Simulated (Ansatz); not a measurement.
# HfO2: the cost of one run

Method: DFT PBEsol, scalar-relativistic, plane waves, PAW, in Ansatz 0.2.0.

## (1) The starting structure

The structure is monoclinic, space group P2_1/c (No. 14). Conventional cell: a = 5.094 Å, b = 5.151 Å, c = 5.276 Å, α = 90.00°, β = 99.56°, γ = 90.00°. Around Hf (site symmetry 1) lie 7 O at 2.03 to 2.24 Å. O (site symmetry 1) has 4 Hf at 2.13 to 2.24 Å as nearest neighbours. Around O (site symmetry 1) lie 3 Hf at 2.03 to 2.13 Å.

Coordinates:

```cif
data_structure
_symmetry_space_group_name_H-M 'P2_1/c'
_symmetry_Int_Tables_number 14
_cell_length_a 5.0942
_cell_length_b 5.1506
_cell_length_c 5.2762
_cell_angle_alpha 90.000
_cell_angle_beta 99.559
_cell_angle_gamma 90.000
_cell_volume 136.52
loop_
_atom_site_label
_atom_site_type_symbol
_atom_site_symmetry_multiplicity
_atom_site_Wyckoff_symbol
_atom_site_fract_x
_atom_site_fract_y
_atom_site_fract_z
_atom_site_occupancy
Hf1 Hf 4 e 0.27614 0.45806 0.70791 1
O1 O 4 e 0.44800 0.74253 0.97858 1
O2 O 4 e 0.06836 0.33076 0.34625 1
```

The structure rests on an entry of the Materials Project (structure only); cell or positions may have been set otherwise for this series.

## (2) Relaxing cell and atoms: HfO2, no spin

Input file input.yaml:

```yaml
crystal:
  lattice:
    - [5.0941750112, 0.0, 0.0]
    - [0.0, 5.1506447, 0.0]
    - [-0.8761689838, 0.0, 5.2029534954]
  atoms:
    - { symbol: Hf, position: [0.27613578, 0.45806468, 0.70790733] }
    - { symbol: Hf, position: [0.72386422, 0.95806468, 0.79209267] }
    - { symbol: Hf, position: [0.72386422, 0.54193532, 0.29209267] }
    - { symbol: Hf, position: [0.27613578, 0.04193532, 0.20790733] }
    - { symbol: O, position: [0.44799782, 0.74252595, 0.97857799] }
    - { symbol: O, position: [0.55200218, 0.24252595, 0.52142201] }
    - { symbol: O, position: [0.55200218, 0.25747405, 0.02142201] }
    - { symbol: O, position: [0.44799782, 0.75747405, 0.47857799] }
    - { symbol: O, position: [0.06836078, 0.33075888, 0.34625278] }
    - { symbol: O, position: [0.93163922, 0.83075888, 0.15374722] }
    - { symbol: O, position: [0.93163922, 0.66924112, 0.65374722] }
    - { symbol: O, position: [0.06836078, 0.16924112, 0.84625278] }
scf:
  occupations: { method: fixed }
output:
  forces: true
  stress: true
  eigenvalues: true
hamiltonian:
  xc: pbesol
kpoints:
  mp_grid: { grid: [4, 4, 4] }
relax:
  f_tol: 0.002
  max_steps: 60
  cell: { stress_tol: 0.02 }
```

Launch:

```bash
$ ansatz run input.yaml --threads 8 --pin off --max-ram 16384MiB --backend cpu --events-out ev --progress --plain --runs-dir out
```

What time and memory should one allow on 8 threads of Arm Neoverse N1, shared host?

About 70 s, with a peak of 0.97 GiB.
